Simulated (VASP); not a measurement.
# Te: restarted molecular dynamics, 2 variants

Te, P2_12_12 (no. 18), 8 atoms in the cell. PBE, molecular dynamics; PAW potentials Te (PBE set).

| Restart from | Temperature at the end (K) | The same without a restart (K) | Potential energy at the end (eV/atom) | The same without a restart (eV/atom) | Electronic steps in the first step after the restart | Time (s) |
|---|---|---|---|---|---|---|
| CONTCAR with velocities, WAVECAR read | 1331.0 | 1331.0 | -2.85279 | -2.85280 | 4 | 237 |
| CONTCAR with velocities, no WAVECAR | 1331.0 | 1331.0 | -2.85280 | -2.85280 | 14 | 216 |

Limits: 240 fs of 8 atoms are too short for converged averages; the cell is only 5.5 Å across, so each atom moves in step with near copies of itself.

## Input of the first row

INCAR.step1:
```
ALGO = Fast
EDIFF = 1E-6
ENCUT = 200
GGA = PE
IBRION = 0
ISIF = 2
ISMEAR = -1
ISYM = 0
KPAR = 2
LASPH = True
LCHARG = False
LREAL = Auto
LWAVE = True
MDALGO = 2
NELM = 60
NELMIN = 4
NSW = 30
POTIM = 4.0
PREC = Normal
RANDOM_SEED = 673008 0 0
SIGMA = 0.05
SMASS = 0
TEBEG = 1000
```

INCAR.step2, as INCAR.step1 but for:
```
- LWAVE = True
+ LWAVE = False
```

KPOINTS:
```
k-points
0
Monkhorst-Pack
  2 2 2
```

POSCAR.step1:
```
Te
1.0
    5.4710358333      0.0000000000      0.0000000000
    0.0000000000      8.3693398200      0.0000000000
    0.0000000000      0.0000000000      6.1606361190
Te
8
Direct
    0.3107647500      0.3930730700      0.3819416200
    0.3107647500      0.3930730700      0.8819416200
    0.1892352500      0.8930730700      0.1180583800
    0.1892352500      0.8930730700      0.6180583800
    0.6892352500      0.6069269300      0.3819416200
    0.6892352500      0.6069269300      0.8819416200
    0.8107647500      0.1069269300      0.1180583800
    0.8107647500      0.1069269300      0.6180583800
```

Commands (each step's output is kept before the next begins):
```
cat potpaw_PBE.64/Te/POTCAR > POTCAR
cp INCAR.step1 INCAR
cp POSCAR.step1 POSCAR
mpirun -np 2 vasp_std > vasp.out
cp CONTCAR POSCAR
cp INCAR.step2 INCAR
mpirun -np 2 vasp_std > vasp.out
```

Changes of the last row against the first:
```
(step 1)
- LWAVE = True
+ LWAVE = False
```

VASP 6.6.1 took 237 s on 2 cores (Intel Xeon Platinum 8488C (Sapphire Rapids)), a shared host.
